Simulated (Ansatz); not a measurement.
The following input was run with Ansatz 0.2.0.

```yaml
crystal:
  lattice:
    - [5.036920052, 0.0, -2.4065e-06]
    - [0.0, 3.1007329323, 0.0]
    - [-0.0036415373, 0.0, 5.3665231075]
  atoms:
    - { symbol: Al, position: [0.000748676, 0.5, 0.6674181595] }
    - { symbol: Ga, position: [0.4990800352, 0.5, 0.3349842872] }
    - { symbol: Ga, position: [0.4989935759, 0.0, 0.8314609988] }
    - { symbol: Ga, position: [0.9998139887, 0.0, 0.1661388886] }
    - { symbol: "N", position: [0.1195961358, 0.5, 0.3400889126] }
    - { symbol: "N", position: [0.1176364272, 0.0, 0.826386976] }
    - { symbol: "N", position: [0.6203636144, 0.0, 0.1661874431] }
    - { symbol: "N", position: [0.6313675567, 0.5, 0.667335334] }
basis:
  ecutwfc: 420
kpoints:
  mp_grid: { grid: [6, 8, 6] }
hamiltonian:
  xc: pbesol
scf:
  occupations: { method: gaussian, width: 0.02 }
output:
  forces: true
  stress: true
  eigenvalues: true
relax:
  adjacent_minimum: "off"
  f_tol: 0.01
  max_steps: 30
  cell: { stress_tol: 0.1, fix: [volume] }
```

Launched with
```bash
ansatz run input.yaml --threads 2 --pin off --max-ram 5120MiB --backend cpu --events-out ev --progress --plain --runs-dir out
```

These are results of DFT PBEsol, scalar-relativistic, plane waves, PAW (Ansatz), not measurements.

Abridged output (iterations and final results):

```
SCF iter   1: F=—  HF=-13274.291346 eV  |F-HF|=—  |Δ(HF+E_count)|=         —  Δρ=1.23e-2  dr2=1.23e-1  ethr=1.77e-3  ⟨swp⟩=6.5  Hψ=15854  notcnv=0
SCF iter   2: F=—  HF=-13274.255235 eV  |F-HF|=—  |Δ(HF+E_count)|=   3.61e-2  Δρ=2.10e-3  dr2=4.09e-3  ethr=1.98e-4  ⟨swp⟩=2.0  Hψ=6084  notcnv=0  defer=315
SCF iter   3: F=—  HF=-13274.254473 eV  |F-HF|=—  |Δ(HF+E_count)|=   7.61e-4  Δρ=9.20e-4  dr2=6.99e-4  ethr=6.59e-6  ⟨swp⟩=2.1  Hψ=4823  notcnv=0  defer=315
SCF iter   4: F=—  HF=-13274.254377 eV  |F-HF|=—  |Δ(HF+E_count)|=   9.65e-5  Δρ=2.08e-4  dr2=3.53e-5  ethr=1.13e-6  ⟨swp⟩=3.0  Hψ=6941  notcnv=0  defer=315
SCF iter   5: F=—  HF=-13274.254328 eV  |F-HF|=—  |Δ(HF+E_count)|=   4.83e-5  Δρ=1.09e-4  dr2=8.33e-6  ethr=5.69e-8  ⟨swp⟩=2.0  Hψ=6660  notcnv=0  defer=315
SCF iter   6: F=—  HF=-13274.254329 eV  |F-HF|=—  |Δ(HF+E_count)|=   4.19e-7  Δρ=3.57e-5  dr2=1.35e-6  ethr=1.34e-8  ⟨swp⟩=2.1  Hψ=6442  notcnv=0  defer=315
SCF iter   7: F=-13274.254329 eV  HF=-13274.254329 eV  |F-HF|=1.15e-8  |Δ(HF+E_count)|=   2.10e-7  Δρ=9.37e-6  dr2=7.39e-8  ethr=1.61e-10  ⟨swp⟩=8.1  Hψ=18251  notcnv=0
SCF 1 converged in 7 iterations: F = -13274.254329 eV  dr2 = 7.39e-8
relax step   1: F+E_penalty+E_count = -13274.25432858 eV  Δ(F+E_penalty+E_count) = +0.000e0 eV  max|allowed force component| = 2.604e-2 eV/Å  Δτ_max = 0.0000 Å  P = +13.542 GPa  Ω = 83.815 Å³  fix = [volume]  reactions: volume +13.542 GPa (7 SCF iters, dr2 threshold 1.00e-7 eV, accepted)
Basis set: ecut = 420 eV, 1647 PW (Γ), exchange–correlation on 72×48×72 points (8 copies of the dense FFT grid, shifted against one another)
Initial density: handed on by an earlier stage of this run
Initial wavefunctions: those handed on with the density
SCF iter   1: F=—  HF=-13274.254401 eV  |F-HF|=—  |Δ(HF+E_count)|=         —  Δρ=1.35e-4  dr2=7.85e-6  ethr=1.21e-8  ⟨swp⟩=2.3  Hψ=15947  notcnv=0
SCF iter   2: F=—  HF=-13274.254380 eV  |F-HF|=—  |Δ(HF+E_count)|=   2.17e-5  Δρ=6.38e-5  dr2=2.00e-6  ethr=1.21e-8  ⟨swp⟩=2.1  Hψ=5046  notcnv=0
SCF iter   3: F=—  HF=-13274.254379 eV  |F-HF|=—  |Δ(HF+E_count)|=   4.86e-7  Δρ=2.09e-5  dr2=3.49e-7  ethr=3.23e-9  ⟨swp⟩=3.0  Hψ=7012  notcnv=0
SCF iter   4: F=-13274.254379 eV  HF=-13274.254379 eV  |F-HF|=2.39e-8  |Δ(HF+E_count)|=   7.74e-8  Δρ=5.38e-6  dr2=3.69e-8  ethr=6.83e-11  ⟨swp⟩=2.9  Hψ=15666  notcnv=0
SCF 2 converged in 4 iterations: F = -13274.254379 eV  dr2 = 3.69e-8
relax step   2: F+E_penalty+E_count = -13274.25437906 eV  Δ(F+E_penalty+E_count) = -5.048e-5 eV  max|allowed force component| = 1.155e-2 eV/Å  Δτ_max = 0.0009 Å  P = +13.538 GPa  Ω = 83.815 Å³  energy of the carried Pulay correction = +9.683e-17 eV  fix = [volume]  reactions: volume +13.538 GPa (4 SCF iters, dr2 threshold 4.24e-8 eV, accepted)
SCF iter   1: F=—  HF=-13274.254408 eV  |F-HF|=—  |Δ(HF+E_count)|=         —  Δρ=8.20e-5  dr2=2.85e-6  ethr=4.43e-9  ⟨swp⟩=2.0  Hψ=14374  notcnv=0
SCF iter   2: F=—  HF=-13274.254389 eV  |F-HF|=—  |Δ(HF+E_count)|=   1.95e-5  Δρ=3.95e-5  dr2=7.33e-7  ethr=4.43e-9  ⟨swp⟩=2.0  Hψ=4892  notcnv=0
SCF iter   3: F=—  HF=-13274.254389 eV  |F-HF|=—  |Δ(HF+E_count)|=   1.85e-7  Δρ=1.11e-5  dr2=9.72e-8  ethr=1.18e-9  ⟨swp⟩=2.8  Hψ=6924  notcnv=0
SCF iter   4: F=—  HF=-13274.254388 eV  |F-HF|=—  |Δ(HF+E_count)|=   1.84e-8  Δρ=2.98e-6  dr2=1.34e-8  ethr=1.57e-10  ⟨swp⟩=2.0  Hψ=6129  notcnv=0
SCF iter   5: F=-13274.254388 eV  HF=-13274.254388 eV  |F-HF|=1.21e-9  |Δ(HF+E_count)|=   3.15e-9  Δρ=1.17e-6  dr2=1.39e-9  ethr=1.35e-11  ⟨swp⟩=4.0  Hψ=12586  notcnv=0
SCF 3 converged in 5 iterations: F = -13274.254388 eV  dr2 = 1.39e-9
relax step   3: F+E_penalty+E_count = -13274.25438848 eV  Δ(F+E_penalty+E_count) = -9.421e-6 eV  max|allowed force component| = 2.288e-3 eV/Å  Δτ_max = 0.0005 Å  P = +13.536 GPa  Ω = 83.815 Å³  energy of the carried Pulay correction = +9.683e-17 eV  fix = [volume]  reactions: volume +13.536 GPa (5 SCF iters, dr2 threshold 8.34e-9 eV, accepted)
Initial wavefunctions: pseudopotential atomic-orbital guess (no wavefunctions were taken with the density)
SCF iter   1: F=—  HF=-13274.254402 eV  |F-HF|=—  |Δ(HF+E_count)|=         —  Δρ=7.02e-5  dr2=9.54e-8  ethr=3.43e-8  ⟨swp⟩=3.0  Hψ=27211  notcnv=0
SCF iter   2: F=—  HF=-13274.254396 eV  |F-HF|=—  |Δ(HF+E_count)|=   6.32e-6  Δρ=3.55e-5  dr2=2.45e-8  ethr=1.54e-10  ⟨swp⟩=2.0  Hψ=6962  notcnv=0
SCF iter   3: F=—  HF=-13274.254399 eV  |F-HF|=—  |Δ(HF+E_count)|=   3.23e-6  Δρ=5.63e-6  dr2=2.31e-9  ethr=3.95e-11  ⟨swp⟩=2.1  Hψ=4833  notcnv=0
SCF iter   4: F=-13274.254399 eV  HF=-13274.254399 eV  |F-HF|=5.64e-11  |Δ(HF+E_count)|=   7.66e-8  Δρ=4.94e-7  dr2=1.32e-10  ethr=1.00e-12  ⟨swp⟩=3.2  Hψ=17209  notcnv=0
SCF 4 converged in 4 iterations: F = -13274.254399 eV  dr2 = 1.32e-10
SCF converged after 4 iterations
Free energy (F): -13274.254399 eV
Harris-Foulkes:  -13274.254399 eV  (|F-HF|=5.64e-11)
Internal energy: -13274.254399 eV  (E = F + TS)
E sigma→0 (E₀):  -13274.254399 eV
Fermi energy:    11.325109 eV
--- Per-component energies (eV) ---
  E_band       = 30.755112
  E_kinetic    = 909.880405
  E_local      = -6465.999424  (includes V_loc(G=0)·N_el)
  E_nonlocal   = 1483.683746
  E_hartree    = 2975.577778
  E_xc         = -487.705574
  E_vxc        = -514.152689  (∫ρ·V_xc dr)
  E_paw        = -6805.778696  (= ΣΔE_a)
  E_vpaw       = -1333.812051  (= ΣTr[D̂ρ^β])
  E_aug_tail   = -0.000054  (compensation charges beyond the density's cutoff)
  E_ewald      = -4886.633048
  E_core_change = 2.720468  (= ΣΔE_core)
  E_smearing   =  0.000000  (= −TS)
--- Forces (eV/Å), atoms counted from 1 ---
  atom   1  Al    -0.00220382     0.00000000    -0.00041721
  atom   2  Ga    -0.00067386     0.00000000    -0.00006641
  atom   3  Ga    -0.00190726     0.00000000    -0.00021297
  atom   4  Ga    -0.00133142     0.00000000    -0.00011470
  atom   5  N      0.00136396     0.00000000     0.00032286
  atom   6  N      0.00229915     0.00000000    -0.00012918
  atom   7  N      0.00103236     0.00000000     0.00016345
  atom   8  N      0.00140490     0.00000000     0.00045781
--- Stress (GPa, compression-positive) ---
       13.527531       0.000000      -0.001509
        0.000000      13.540227       0.000000
       -0.001481       0.000000      13.539083
  P = ⅓ Tr σ = 13.5356 GPa (135.356 kbar)
--- Band table (eV; the first three rows and the last of 100) ---
  k-point 0: bands = ["-6.4060", "-5.2779", "-5.0737", "-4.7619", "-3.4353", "-3.4331", "-3.4190", "-3.3602", "-3.3148", "-3.2511", "-3.2505", "-3.1953", "-3.1271", "-3.0715", "-3.0647", "-3.0044", "-2.1881", "-2.0587", "-1.4930", "2.6043", "3.3548", "4.7069", "5.6148", "7.1031", "7.5735", "8.7121", "8.8121", "9.0129", "9.8300", "9.9001", "9.9322", "12.7180", "14.9459", "15.2872", "15.8275", "16.6915", "19.3869", "19.9164", "20.2986"]
  k-point 1: bands = ["-6.3248", "-5.3135", "-5.0807", "-4.7753", "-3.4335", "-3.4251", "-3.4042", "-3.3552", "-3.3101", "-3.2570", "-3.2522", "-3.1967", "-3.1314", "-3.0852", "-3.0713", "-3.0093", "-2.4964", "-1.9884", "-1.3968", "2.7177", "3.5959", "4.8761", "5.4048", "7.1964", "7.9480", "8.3208", "8.6220", "9.0194", "9.3401", "9.7837", "9.8739", "13.2106", "15.2292", "15.4839", "15.9920", "16.7311", "19.1849", "19.6563", "20.0734"]
  k-point 2: bands = ["-6.1008", "-5.4748", "-5.0725", "-4.8015", "-3.4274", "-3.4068", "-3.3593", "-3.3353", "-3.3069", "-3.2611", "-3.2603", "-3.2006", "-3.1432", "-3.1148", "-3.0877", "-3.0156", "-2.9060", "-1.8723", "-1.4085", "3.0411", "4.0446", "4.7520", "5.9657", "7.1803", "7.4569", "8.2678", "8.3047", "8.6227", "9.1398", "9.5851", "9.7134", "14.1178", "15.3574", "16.1053", "16.4121", "17.0322", "18.4806", "19.1169", "19.5071"]
  k-point 99: bands = ["-5.2149", "-5.0271", "-4.9424", "-4.5432", "-3.4215", "-3.3844", "-3.2938", "-3.2843", "-3.2394", "-3.2280", "-3.1813", "-3.1327", "-3.1151", "-3.0300", "-3.0179", "-2.3268", "-1.8401", "-1.7554", "-1.6377", "2.8576", "3.0176", "3.0719", "3.8037", "7.7099", "7.8130", "7.9328", "7.9615", "8.0421", "8.0662", "8.1629", "8.1875", "14.4321", "14.5026", "14.6033", "14.9688", "17.4694", "18.1669", "18.3492", "19.1699"]
--- Relaxed structure (3 steps of the walk, 3 accepted, 1 SCFs on fresh bases) ---
  F+E_penalty+E_count = -13274.25439902 eV   max|allowed force component| = 2.301e-3 eV/Å   (the final SCF, on the basis selected at the relaxed cell)
  cell:  # Å, volume = 83.8151 Å³
    - [5.03641789, 0.0, -0.00023560]
    - [0.0, 3.10110311, 0.0]
    - [-0.00388963, 0.0, 5.36641768]
  atoms:
    - { symbol: Al, position: [0.00091812, 0.49999999, 0.66750237] }
    - { symbol: Ga, position: [0.49905399, 0.49999999, 0.33511490] }
    - { symbol: Ga, position: [0.49881041, 0.0, 0.83132734] }
    - { symbol: Ga, position: [0.99979860, 0.0, 0.16602264] }
    - { symbol: N, position: [0.11952492, 0.49999999, 0.34013373] }
    - { symbol: N, position: [0.11756986, 0.0, 0.82630899] }
    - { symbol: N, position: [0.62031528, 0.0, 0.16612676] }
    - { symbol: N, position: [0.63160877, 0.49999999, 0.66746424] }
```

The relaxation met its thresholds.

Time: 68 s on 2 threads of Arm Neoverse V2, on a shared host, peak memory 0.52 GiB.